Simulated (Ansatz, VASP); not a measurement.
Ba in VASP and in Ansatz

```
Ba
1.0
     0.00000    3.23267    3.23267
     3.23267    0.00000    3.23267
     3.23267    3.23267    0.00000
Ba
1
Cartesian
  0.0000 0.0000 0.0000
```

Alike in both runs: task single point; functional PBEsol; k mesh 9 × 9 × 9; occupations fermi-dirac, width 0.05 eV; no spin polarisation.

|  | VASP | Ansatz |
| --- | --- | --- |
| version | VASP 6.6.1 | Ansatz 0.2.0 |
| potentials or method | VASP PAW PBE potentials, release 64 (Ba_sv), cutoff 520 eV | all-electron LAPW, scalar-relativistic |

```csv
,VASP,Ansatz,Ansatz less VASP
pressure (GPa),-1.0,-1.0,-0.04
```

Ansatz ran all-electron here, so the differences hold the error of VASP's frozen core and of both bases.

Caveats: the PAW data sets were made with another functional, which shifts forces and pressure a little (VASP). The runs have no spin-orbit coupling, so splittings on Ba are missing.
